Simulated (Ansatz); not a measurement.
Runs of Ansatz 0.2.0 on Hf. Symmetry: Pm-3m, No. 221, cubic system. Conventional cell: a = 2.914 Å, b = 2.914 Å, c = 2.914 Å, α = 90.00°, β = 90.00°, γ = 90.00°. Hf (site symmetry m-3m) has 6 Hf at 2.91 Å as nearest neighbours. The cell was built by a generator and needn't be a form met in nature.

```csv
task,level,cell,k mesh,cutoff (eV),smearing,points for each segment of the path,mesh quality,gap on the mesh (eV),pressure (GPa),relaxed volume (Å³/atom)
relaxation of cell and atoms,r2SCAN+rVV10,relaxed,9 × 9 × 9,500,fermi-dirac 0.05 eV,-,not flagged,none,0.0,23.86
band structure,HSE03,as given,5 × 5 × 5,420,fermi-dirac 0.05 eV,4,coarse,none,-,-
single point,PBE,as given,9 × 9 × 9,420,gaussian 0.011 eV,-,not flagged,none,0.4,-
relaxation of cell and atoms,HSE06,relaxed,5 × 5 × 5,420,fermi-dirac 0.05 eV,-,coarse,none,-,(a)
single point,PBE0,as given,5 × 5 × 5,420,fermi-dirac 0.05 eV,-,coarse,none,-,-
```

Alike in all rows: potentials or basis Ansatz PAW; no spin polarisation.

Question: Estimate the missing entries.

Answer: (a) 25.13.

Caveats: some runs use coarse meshes; the PAW data sets come from PBE, with cores solved anew for the run's functional, which leaves a small shift of forces and pressure (some runs); the plane-wave basis is chosen anew once the cell has moved, so the energies of steps on either side of that aren't comparable (some runs).

A k mesh can miss the band edges, and the runs leave out spin-orbit coupling on Hf.

A gap of «none» marks a metal or a gap under the smearing width.

Not every run made on this cell is shown here.
